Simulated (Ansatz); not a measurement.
# Cu: the cost of one run

Computed with Ansatz 0.2.0 (DFT PBE, scalar-relativistic, plane waves, PAW, unless a step's input says otherwise).

2 further runs of the same task are left out: 2 set aside as unsound or not needed.

## (1) The structure to begin with

It takes space group Fm-3m (No. 225, cubic). Conventional cell: a = 3.630 Å, b = 3.630 Å, c = 3.630 Å, α = 90.00°, β = 90.00°, γ = 90.00°. Around Cu (site symmetry m-3m) lie 12 Cu at 2.57 Å.

Structure file:

```
Cu
1.0
     0.00000    1.81487    1.81487
     1.81487    0.00000    1.81487
     1.81487    1.81487    0.00000
Cu
1
Cartesian
  0.0000 0.0000 0.0000
```

This cell was relaxed beforehand with the same method: volume 11.96 Å³/atom, gap on the mesh none (metal).

## (2) Next: the [001] wire, 6 host atoms a period

The wire is cut from the relaxed crystal, periodic along c with vacuum across. Atoms and period relax; energies count from the bulk, -6625.1752 eV an atom.

The cell holds 6 Cu: a = 12.600 Å, b = 12.900 Å, c = 3.630 Å, α = 90.00°, β = 90.00°, γ = 90.00°.

## (3) The relaxation run

Pressure and volume refer to the whole cell with its vacuum; only the period along c may change.

The input, input.yaml:

```yaml
crystal:
  lattice:
    - [12.6, 0.0, 0.0]
    - [0.0, 12.9, 0.0]
    - [0.0, 0.0, 3.6297482988]
  atoms:
    - { symbol: Cu, position: [0.6440376309, 0.6406879186, 0.0] }
    - { symbol: Cu, position: [0.3559623691, 0.5, 0.5] }
    - { symbol: Cu, position: [0.6440376309, 0.5, 0.5] }
    - { symbol: Cu, position: [0.5, 0.3593120814, 0.5] }
    - { symbol: Cu, position: [0.5, 0.6406879186, 0.5] }
    - { symbol: Cu, position: [0.5, 0.5, 0.0] }
basis:
  ecutwfc: 420
kpoints:
  mp_grid: { grid: [1, 1, 15] }
hamiltonian:
  xc: pbe
scf:
  occupations: { method: gaussian, width: 0.05 }
output:
  forces: true
  stress: true
  eigenvalues: true
  populations: true
  write_density: true
  write_potential: true
  elf: true
  volumetric_format: npy
relax:
  adjacent_minimum: "off"
  f_tol: 0.02
  max_steps: 45
  cell: { fix: [a, b, alpha, beta, gamma], stress_tol: 0.03 }
```

Command:

```sh
$ ansatz run input.yaml --threads 4 --pin off --max-ram 11264MiB --backend cpu --events-out ev --progress --plain --runs-dir out
```

Q: Estimate wall time and peak memory on 4 threads of Arm Neoverse V2, shared host.

About 6.2 min, with a peak of 1.2 GiB.
